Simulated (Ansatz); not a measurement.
**SnS: S-33 nuclear quadrupole resonance**

Cell: a structure deposited in the COD, ions relaxed with PBE at fixed cell.

```cif
data_SnS
_symmetry_space_group_name_H-M 'Pnma'
_symmetry_Int_Tables_number 62
_cell_length_a 11.3200
_cell_length_b 4.0500
_cell_length_c 4.2420
_cell_angle_alpha 90.000
_cell_angle_beta 90.000
_cell_angle_gamma 90.000
loop_
_atom_site_label
_atom_site_type_symbol
_atom_site_symmetry_multiplicity
_atom_site_Wyckoff_symbol
_atom_site_fract_x
_atom_site_fract_y
_atom_site_fract_z
Sn Sn 4 c 0.1204 0.2500 0.1080
S S 4 c 0.8517 0.2500 0.4769
```

One atom of each set is listed.

Computed with Ansatz: DFT, LDA, plane waves and PAW, scalar-relativistic, 420 eV cutoff, Γ-centred 4×11×10 k-points, Fermi–Dirac smearing 0.02 eV.

S-33: I = 3/2, Q = -69.40 mb (year-2017 value). Static lattice, zero field.

(1) Predict the zero-field S-33 lines of each site.

## Answers

(1) For I = 3/2 there is one line, ν = (|C_Q|/2)(1 + η²/3)^½.

| site | atoms | V_zz (10²¹ V/m²) | C_Q (MHz) | η | line frequencies (MHz) |
| --- | --- | --- | --- | --- | --- |
| S | 4 | -2.88 | 4.83 | 0.09 | 2.42 |

Without spin–orbit coupling (the program notes it for Sn) the gradients can shift somewhat, as the gap is small.

Hardware: 1 thread of Intel Xeon Platinum 8488C (Sapphire Rapids) (x86_64; 16 cores open to the job, memory cap 3.0 GiB, no GPU), a shared host with a load of 0.3 a core. Wall time 54 s, CPU time 49 s, peak memory 0.9 GiB.
